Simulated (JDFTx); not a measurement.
Zn:

```
Zn
1.0
     2.67000    0.00000    0.00000
    -1.33500    2.31229    0.00000
     0.00000    0.00000    4.96600
Zn
2
Direct
  0.66667 0.33333 0.75000
  0.33333 0.66667 0.25000
```

| Property | Result |
| --- | --- |
| Program | JDFTx 1.7.0 (patched build) |
| Task | single point |
| Functional | PBEsol |
| Potentials or basis | PseudoDojo-SR-PBEsol-0.4.1-standard with smoothed tails |
| Cutoff | 1143 eV |
| Density cutoff | 9143 eV |
| k mesh | 11 × 11 × 6 |
| Occupations | fermi-dirac, width 0.05 eV |
| Spin | no spin polarisation |

On this cell: pressure -5.8 GPa; largest force under 0.003 eV/Å; band gap on the k mesh none (metal or under the smearing width).

The same run follows on a disturbed copy (atoms moved at random, drawn with an rms of 0.05 Å):

```xyz
2
Lattice="2.6700 0.0000 0.0000 -1.3350 2.3123 0.0000 0.0000 0.0000 4.9660" Properties=species:S:1:pos:R:3 pbc="T T T"
Zn    1.3498    0.7393    3.7192
Zn   -0.0467    1.5727    1.2468
```

Q: What changes?

A: The energy (extrapolated to zero smearing) moves by +1.0 meV/atom; pressure -5.7 GPa; largest force 0.045 eV/Å; band gap on the k mesh none (metal or under the smearing width).

Forces in eV/Å, atoms in the order of the input:
```
Zn  -0.026  0.030  0.020
Zn   0.026 -0.030 -0.020
```

Stress tensor (GPa, compression positive):
```
-5.70 -0.08 -0.01
-0.08 -5.86  0.01
-0.01  0.01 -5.64
```
